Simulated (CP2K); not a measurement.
The system is B.

```xyz
1
Lattice="2.3461 0.0000 0.0000 0.0000 2.3461 0.0000 0.0000 0.0000 1.5858" Properties=species:S:1:pos:R:3 pbc="T T T"
B     1.1731    1.1731    0.7929
```

The cell was built by a generator and needn't be a form met in nature.

```yaml
Program: CP2K 2026.2
Task: single point
Functional: PBE
Potentials_or_basis: POTENTIAL_UZH B GTH-PBE-q3; TZVP-MOLOPT-PBE-GTH basis
Density_cutoff: 6123 eV
k_mesh: 11 × 11 × 16
Occupations: fermi-dirac, width 0.05 eV
Spin: no spin polarisation
```

On this cell: pressure -1.4 GPa; band gap on the k mesh none (metal or under the smearing width).

The same run follows on a disturbed copy (cell strained at random at fixed volume):

```
B
1.0
     2.34942    0.00000    0.00000
    -0.02003    2.33498    0.00000
     0.02072    0.05756    1.59110
B
1
Direct
  0.50269 0.51301 0.50288
```

Task: What does the disturbed cell give?

Result: The energy (extrapolated to zero smearing) moves by -2.1 meV/atom; pressure -2.8 GPa; band gap on the k mesh none (metal or under the smearing width).

Stress tensor (GPa, compression positive):
```
-0.67  0.59  1.22
 0.59  0.42  1.96
 1.22  1.96 -8.07
```

The energy falls, though the first cell shows no forces: that form is unstable against this distortion, unless noise or another electronic state is at work.

Caveats: the basis of atomic orbitals isn't converged, which shifts pressures, moduli and gaps.
